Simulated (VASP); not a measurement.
Write the native input for VASP 6.6.1 that does the following.

```yaml
Task: band structure
Functional: PBE
Potentials_or_basis: VASP PAW PBE potentials, release 64 (I, Cu)
Cutoff: 520 eV
k_mesh: 6 × 6 × 6
Occupations: gaussian, width 0.02 eV
Spin: spin-orbit coupling, no magnetisation
Ladder: free
Further_INCAR_settings: ALGO = Normal; EDIFF = 1e-07; NBANDS = 30
```

The system is CuI (Marshite).

```xyz
2
Lattice="0.0000 3.0315 3.0315 3.0315 0.0000 3.0315 3.0315 3.0315 0.0000" Properties=species:S:1:pos:R:3 pbc="T T T"
I     0.0000    0.0000    0.0000
Cu    4.5473    4.5473    4.5473
```

These files were run (other wordings do the same):

POSCAR

```
CuI
1.0
    0.0000000000      3.0315000000      3.0315000000
    3.0315000000      0.0000000000      3.0315000000
    3.0315000000      3.0315000000      0.0000000000
I Cu
1 1
Direct
    0.0000000000      0.0000000000      0.0000000000
    0.7500000000      0.7500000000      0.7500000000
```

INCAR.step1

```
PREC = Accurate ; ENCUT = 520
EDIFF = 1E-7 ; ISMEAR = 0
SIGMA = 0.02 ; LREAL = False
LASPH = True ; NELM = 60
ALGO = Normal ; ISIF = 2
LWAVE = False ; LCHARG = True
LNONCOLLINEAR = True ; MAGMOM = 0 0 0 0 0 0
LORBIT = 11 ; LSORBIT = True
GGA_COMPAT = False ; LMAXMIX = 4
GGA = PE ; NBANDS = 30
KPAR = 2
```

KPOINTS.step1

```
Automatic mesh
0
Gamma
  6 6 6
```

INCAR.step2

```
PREC = Accurate ; ENCUT = 520
EDIFF = 1E-7 ; ISMEAR = 0
SIGMA = 0.05 ; LREAL = False
LASPH = True ; NELM = 60
ALGO = Normal ; ISIF = 2
LWAVE = False ; LCHARG = False
LNONCOLLINEAR = True ; MAGMOM = 0 0 0 0 0 0
LORBIT = 11 ; LSORBIT = True
GGA_COMPAT = False ; LMAXMIX = 4
GGA = PE ; NBANDS = 30
ICHARG = 11 ; KPAR = 2
```

KPOINTS.step2

```
path GXWKGLUWLK,UX
20
line-mode
reciprocal
 0.0000000000  0.0000000000  0.0000000000  G
 0.5000000000  0.0000000000  0.5000000000  X

 0.5000000000  0.0000000000  0.5000000000  X
 0.5000000000  0.2500000000  0.7500000000  W

 0.5000000000  0.2500000000  0.7500000000  W
 0.3750000000  0.3750000000  0.7500000000  K

 0.3750000000  0.3750000000  0.7500000000  K
 0.0000000000  0.0000000000  0.0000000000  G

 0.0000000000  0.0000000000  0.0000000000  G
 0.5000000000  0.5000000000  0.5000000000  L

 0.5000000000  0.5000000000  0.5000000000  L
 0.6250000000  0.2500000000  0.6250000000  U

 0.6250000000  0.2500000000  0.6250000000  U
 0.5000000000  0.2500000000  0.7500000000  W

 0.5000000000  0.2500000000  0.7500000000  W
 0.5000000000  0.5000000000  0.5000000000  L

 0.5000000000  0.5000000000  0.5000000000  L
 0.3750000000  0.3750000000  0.7500000000  K

 0.6250000000  0.2500000000  0.6250000000  U
 0.5000000000  0.0000000000  0.5000000000  X
```

Potentials or basis: VASP PAW PBE potentials, release 64 (I, Cu).

The run is started by

```sh
$ cat potpaw_PBE.64/I/POTCAR potpaw_PBE.64/Cu/POTCAR > POTCAR
$ cp INCAR.step1 INCAR
$ cp KPOINTS.step1 KPOINTS
$ mpirun -np 2 vasp_ncl > vasp.out
$ cp INCAR.step2 INCAR
$ cp KPOINTS.step2 KPOINTS
$ mpirun -np 2 vasp_ncl > vasp.out
```

Wall time 110 s on 2 MPI ranks on Intel(R) Xeon(R) 6975P-C (Granite Rapids), with other jobs on the host, peak memory 0.62 GiB a rank.
